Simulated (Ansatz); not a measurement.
What does this script print? It uses Ansatz 0.2.0 through its Python package.

The script reads `cds.xyz`:
```text
2
Lattice="0.0 2.753244 2.753244 2.753244 0.0 2.753244 2.753244 2.753244 0.0" Properties=species:S:1:pos:R:3 pbc="T T T"
Cd    0.00000000    0.00000000    0.00000000
S     2.75324400    2.75324400    2.75324400
```

The script, `soc.py`:
```python
# -*- coding: utf-8 -*-
import ansatz as az

system = az.Crystal.from_extxyz("cds.xyz")

calculation = (
    system.calculation()
    .kpoints(6)
    .occupations("Gaussian", width=0.02)
    .functional("pbesol", dispersion="D4")
    .scf(algorithm="density_mixing")
    .basis(31 * az.Ry, xc_grid=3)
    .band_table()
)
for label, variant in (("scalar-relativistic", calculation), ("spin-orbit", calculation.spin(soc=True))):
    data = variant.run().report
    zero = data["band_edges_ev"][0] if data.get("band_edges_ev") else data["fermi_energy_ev"]
    near = [round(e - zero, 3) for e in data["eigenvalues_ev"][0] if abs(e - zero) < 4]
    print(label)
    print("  band edges (eV):", [round(e, 3) for e in data.get("band_edges_ev") or []] or "none reported")
    print("  levels at k =", data["kpoints_frac"][0], "within 4 eV of the zero:", near)
```

```console
$ python soc.py
scalar-relativistic
  band edges (eV): none reported
  levels at k = [0.0, 0.0, 0.0] within 4 eV of the zero: [-0.795, -0.795, -0.795, 0.637]
spin-orbit
  band edges (eV): none reported
  levels at k = [0.0, 0.0, 0.0] within 4 eV of the zero: [-0.891, -0.891, -0.758, -0.758, -0.758, -0.758, 0.632, 0.632]
```

Reading the output:
- The settings weren't tested for convergence.
- This is a high-temperature or high-pressure form, not the ambient phase.
- This cell is a computed structure, which may not be the phase found in nature.
- Levels are Kohn-Sham eigenvalues on this mesh.
- With spin-orbit coupling each level holds one electron and, with inversion or at time-reversal points, comes in pairs; a window in energy can cut a split set.
- Run time: 4.9 s on 1 thread of Arm Neoverse V1, on a shared host, peak memory 0.46 GiB.
